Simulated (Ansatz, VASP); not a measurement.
One calculation of Ca2Se, two programs

The input INCAR:

```
PREC = Accurate ; ENCUT = 600
EDIFF = 1E-6 ; ISMEAR = 0
SIGMA = 0.1 ; LREAL = F
LASPH = T ; NELM = 100
ALGO = Normal ; ISIF = 3
LWAVE = F ; LCHARG = F
GGA = PE ; IBRION = 2
NSW = 100 ; EDIFFG = -0.01
```

File KPOINTS:

```
Automatic mesh
0
Gamma
  12 12 8
```

Contents of POSCAR:

```
Ca2Se
1.0
    4.0199794179      0.0000000000      0.0000000000
   -2.0099897089      3.4814042986      0.0000000000
    0.0000000000      0.0000000000      7.1836660437
Ca Se
2 1
Direct
    0.3333333333      0.6666666667      0.7436696495
    0.3333333333      0.6666666667      0.2563303505
    0.0000000000      0.0000000000      0.0000000000
```

Input for Ansatz:

```yaml
crystal:
  lattice:
    - [4.0199794179, 0.0, 0.0]
    - [-2.0099897089, 3.4814042986, 0.0]
    - [0.0, 0.0, 7.1836660437]
  atoms:
    - { symbol: Ca, position: [0.3333333333, 0.6666666667, 0.7436696495] }
    - { symbol: Ca, position: [0.3333333333, 0.6666666667, 0.2563303505] }
    - { symbol: Se, position: [0.0, 0.0, 0.0] }
basis:
  ecutwfc: 420
kpoints:
  mp_grid: { grid: [12, 12, 8] }
hamiltonian:
  xc: pbe
scf:
  occupations: { method: gaussian, width: 0.1 }
output:
  forces: true
  stress: true
  eigenvalues: true
  write_density: true
  write_potential: true
  elf: true
  volumetric_format: npy
relax:
  adjacent_minimum: "off"
  f_tol: 0.01
  max_steps: 80
  cell: { stress_tol: 0.05 }
```

Change from the starting cell: species swapped into the Te2Mo type (P-6m2, No. 187).

Alike in both runs: task relaxation of cell and atoms; functional PBE; k mesh 12 × 12 × 8; occupations gaussian, width 0.1 eV; no spin polarisation.

|  | VASP | Ansatz |
| --- | --- | --- |
| version | VASP 6.6.1 | Ansatz 0.2.0 |
| potentials or method | VASP PAW PBE potentials, release 64 (Ca_sv, Se) | scalar-relativistic, plane waves, PAW |
| plane-wave cutoff (eV) | 600 | 420 |
| valence electrons in the cell | 26 | 36 |

Ansatz gave:

```
gap on the k mesh at the Fermi level, each at its own relaxed structure (eV) : none
relaxed volume (Å³/atom)                                                     : 33.51
relaxed cell length with the largest relative difference (Å)                 : 7.184
```

Q: Which values does VASP return?

A: gap on the k mesh at the Fermi level, each at its own relaxed structure (eV): none; relaxed volume (Å³/atom): 33.62; relaxed cell length with the largest relative difference (Å): 7.195.

A gap of «none» marks a metal or a gap that the smearing closes. The two sets of potentials don't hold the same shells in valence.
